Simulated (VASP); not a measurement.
A run of VASP 6.6.1 is set up as follows.

Contents of INCAR:

```
  ALGO = Fast
  EDIFF = 1E-7
  EDIFFG = -0.01
  ENCUT = 600
  GGA = PE
  IBRION = 2
  ISIF = 2
  ISMEAR = 0
  IVDW = 12
  LASPH = T
  LCHARG = F
  LREAL = F
  LWAVE = F
  NELM = 80
  NSW = 40
  PREC = Accurate
  SIGMA = 0.03
```

File KPOINTS:

```
k-points
0
Gamma
  8 8 8
```

The input POSCAR:

```
SnSe                                    
1.0
    3.6089001110      0.0000000000      0.0000000000
    0.0000000000      3.6089001110      0.0000000000
    0.0000000000      0.0000000000      3.6089001110
  Sn              Se            
     1     1
Direct
     0.5000000000000000    0.5000000000000000    0.5000000000000000
     0.0000000000000000    0.0000000000000000    0.0000000000000000
```

Potentials or basis: VASP PAW PBE potentials, release 64 (Sn_d, Se).

The run is started by

```sh
$ cat potpaw_PBE.64/Sn_d/POTCAR potpaw_PBE.64/Se/POTCAR > POTCAR
$ mpirun -np 1 vasp_std > vasp.out
```

Problem. Predict the dispersion energy per atom.

Solution. -0.408 eV.

Problem. Predict the band gap on the k mesh.

Solution. None (metal or under the smearing width).

Final structure:
```
CELL_PARAMETERS angstrom
3.60890 0.00000 0.00000
0.00000 3.60890 0.00000
0.00000 0.00000 3.60890
ATOMIC_POSITIONS crystal
Sn 0.50000 0.50000 0.50000
Se 0.00000 0.00000 0.00000
```

Caveat: the relaxation stopped at its first step, so nothing moved.
